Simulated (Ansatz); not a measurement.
Gas-phase electronic energies from Ansatz, PBE0-D4/def2-TZVP geometries. CCSD(T)/CBS adds triple-zeta CCSD(T) − MP2 to the extrapolated MP2 energy (def2 sets, frozen cores). DFT in def2-TZVPP. For Sc outer-core shells are correlated without core-valence functions, which leaves a few kJ/mol of doubt a bond. Scalar relativity is left out up to krypton. Each species was taken in one conformer, which may not be the lowest.

`CCOCC` + `[OH][Sc]([F])[F]` → `C[O][Sc]([F])[F]` + `CCOC`  (substitution at a C–C bond)

(1) Is it downhill or uphill in electronic energy at CCSD(T)/CBS, and by how much? (Estimate.)

(2) What do these levels give: PBE0-D4, CAM-B3LYP-D4, ωB97M-V, RPA@PBE/def2-TZVPP, HF/def2-SVP, HF/def2-TZVPP, MP2/def2-TZVPP, SCS-MP2/def2-TZVPP, CCSD/def2-TZVPP, CCSD(T)/def2-TZVPP, HF/def2-QZVPP, SCS-MP2/def2-QZVPP? (Estimate.)

Largest T1 diagnostic among the species: 0.017.

Answers

(1) Computed: Uphill: ΔE = +13.7 kcal/mol.

(2) The calculation gave: PBE0-D4 12.9, CAM-B3LYP-D4 12.2, ωB97M-V 13.6, RPA@PBE/def2-TZVPP 12.0, HF/def2-SVP 7.9, HF/def2-TZVPP 10.9, MP2/def2-TZVPP 14.5, SCS-MP2/def2-TZVPP 13.1, CCSD/def2-TZVPP 13.3, CCSD(T)/def2-TZVPP 13.4, HF/def2-QZVPP 10.7, SCS-MP2/def2-QZVPP 13.3 kcal/mol.

Leaving LDA and LC-ωPBE aside and taking each functional with its dispersion term where it has one, the values, not all of them listed here, spread over 2.7 kcal/mol, from BLYP-D4 to ωB97M-V. LDA lies +1.7 kcal/mol from PBE without D4. The D4 term adds +0.8 kcal/mol with B3LYP and +0.5 kcal/mol with PBE0; it sums over pairs of atoms, weighted by their polarisabilities, and B3LYP, whose exchange is more repulsive, gets the larger term.

B3LYP here is the variant with VWN-RPA as its local correlation; programs differ in this.
